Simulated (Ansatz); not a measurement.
Trigonal deformation path in CdF₂

Method: DFT PBEsol, scalar-relativistic, plane waves, PAW in Ansatz 0.2.0. The runs took a 420 eV cutoff, a Γ-centred 8×8×8 mesh and Gaussian smearing (0.05 eV). No spin polarisation. Energies are free energies at this smearing, counted from the undisturbed cell; pressure is positive in compression.

The undisturbed cell (as given, not relaxed at this level; it stands at -0.2 GPa):

```xyz
3
Lattice="0.0000 2.6940 2.6940 2.6940 0.0000 2.6940 2.6940 2.6940 0.0000" Properties=species:S:1:pos:R:3 pbc="T T T"
Cd    0.0000    0.0000    0.0000
F     1.3470    1.3470    1.3470
F     4.0410    4.0410    4.0410
```

At fixed volume and fractional coordinates, lengths along (0.577, 0.577, 0.577) are scaled against those across it; ρ is that ratio over its starting value.

```
    ρ  ΔE (meV/atom) pressure (GPa) gap on the mesh (eV)
0.500         4163.5           148.1                  5.96
0.600         1367.4            62.1                  4.65
0.710          380.0            22.4                  3.55
0.850           51.4             4.0                  3.00
0.930            8.0             0.5                  2.97
1.000            0.0            -0.2                  2.94
1.080            6.4             0.5                  2.97
1.200           30.8             3.3                  3.02
1.410           96.1             9.8                  3.18
1.700          220.7            17.7                  3.31
2.000          371.6            22.4                  3.36
```